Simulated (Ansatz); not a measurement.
**What moves the field gradients of HfO₂?**

Cell of run 1: an entry of the Crystallography Open Database (COD), taken as it stands.

Space group Pbca (No. 61); a = 5.0598, b = 10.0172, c = 5.2276 Å.

```
site  Wyckoff  site symmetry       x       y       z
  Hf       8c              1  0.7466  0.8841  0.9656
  O9       8c              1  0.8620  0.7960  0.6200
 O17       8c              1  0.5100  0.9770  0.2500
```

One atom of each set is listed.

Relaxed positions (PBE, cell held):

Hf (0.7451, 0.8845, 0.9649)
O9 (0.8705, 0.7907, 0.6240)
O17 (0.5029, 0.9764, 0.2617)

All runs are DFT with Ansatz 0.2.0 (plane waves and PAW, scalar-relativistic unless spin–orbit coupling is named, Γ-centred meshes, Fermi–Dirac smearing where given) in this cell.

Run 1: PBE, gradients read without the response of the cores, atoms as given; 420 eV, 4×2×4 k-points, smearing 0.02 eV.
Run 2: PBE, gradients read without the response of the cores, atoms relaxed; 420 eV, 4×2×4 k-points, smearing 0.02 eV.
Run 3: r2SCAN, gradients read without the response of the cores, at the relaxed atoms; 500 eV, 4×2×4 k-points, smearing 0.02 eV.

| run | Hf V_zz (η) | O9 V_zz (η) | O17 V_zz (η) |
| --- | --- | --- | --- |
| 1 | 13.99 (0.47) | -3.01 (0.79) | -1.69 (0.74) |
| 2 | 10.88 (0.23) | -2.94 (0.48) | -1.53 (0.69) |
| 3 | ? | ? | ? |

V_zz in 10²¹ V/m².

Question: Estimate the row of run 3.

Answer: Hf: 11.05 (0.25); O9: -3.03 (0.49); O17: -1.62 (0.66). It lies nearest to run 2, from whose tensors on these sites it differs by 0.23 at most (largest principal value of the difference, on Hf). Taken one at a time, the positions of the atoms (as given or relaxed) move the tensors on these sites by up to 9.74 (largest principal value of the change, on Hf), the functional (r2SCAN with its higher cutoff) by 0.23 (Hf).

Without spin–orbit coupling the gradients at and beside Hf can be off by some per cent, at some sites by more. In run 1 the atoms aren't at the calculated equilibrium (largest force 1.3 eV/Å). The cell isn't the equilibrium one in runs 1, 2 (calculated pressure 5, 6 GPa), and the entry's cell may itself be off.
